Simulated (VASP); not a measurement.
# CdSe: optical spectrum of independent particles, by spin-orbit coupling

CdSe, P6_3mc (no. 186), 4 atoms in the cell.

| Spin-orbit coupling | ε at zero frequency, electronic | Mean energy of the absorption, weighted by Im ε (eV) | Refractive index at 1064 nm | Direct gap on the mesh (eV) | Time (s) |
|---|---|---|---|---|---|
| no | 5.24 | 6.78 | 2.35 | 2.05 | 129 |
| yes | 5.26 | 6.77 | 2.36 | 1.94 | 1483 |

Limits: The 6×6×4 mesh is coarse for a spectrum: peaks stand apart that a denser mesh merges, and ε at zero frequency can be far too high; row 1: spin-orbit coupling is left out, which can matter with atoms this heavy; the pull between electron and hole is left out.

## Input of the first row

INCAR.step1:
```
  EDIFF = 1E-5
  ENCUT = 320
  ISMEAR = 0
  KPAR = 4
  LASPH = T
  LCHARG = F
  LWAVE = T
  NBANDS = 42
  PREC = Accurate
  SIGMA = 0.02
```

INCAR.step2, as INCAR.step1 but for:
```
- EDIFF = 1E-5
+ ALGO = Normal
+ CSHIFT = 0.1
+ EDIFF = 1E-7
+ ISTART = 1
+ LOPTICS = T
+ METAGGA = MBJ
+ NEDOS = 2000
```

KPOINTS:
```
k-points
0
Gamma
  6 6 4
```

POSCAR:
```
CdSe
1.0
    4.3000000000      0.0000000000      0.0000000000
   -2.1500000000      3.7239092363      0.0000000000
    0.0000000000      0.0000000000      7.0200000000
Cd Se
2 2
Direct
    0.6666666667      0.3333333333      0.5000000000
    0.3333333333      0.6666666667      0.0000000000
    0.6666666667      0.3333333333      0.8850000000
    0.3333333333      0.6666666667      0.3850000000
```

Commands (each step's output is kept before the next begins):
```
cat potpaw_PBE.64/Cd/POTCAR potpaw_PBE.64/Se/POTCAR > POTCAR
cp INCAR.step1 INCAR
mpirun -np 4 vasp_std > vasp.out
cp INCAR.step2 INCAR
mpirun -np 4 vasp_std > vasp.out
```

Changes of the last row against the first:
```
(all steps)
- NBANDS = 42
+ NBANDS = 84
+ LSORBIT = True
+ MAGMOM = 12*0
+ GGA_COMPAT = False
- vasp_std
+ vasp_ncl
```

VASP 6.6.1 took 129 s on 4 cores (AMD EPYC 7R43 (Zen 3)), a shared host.
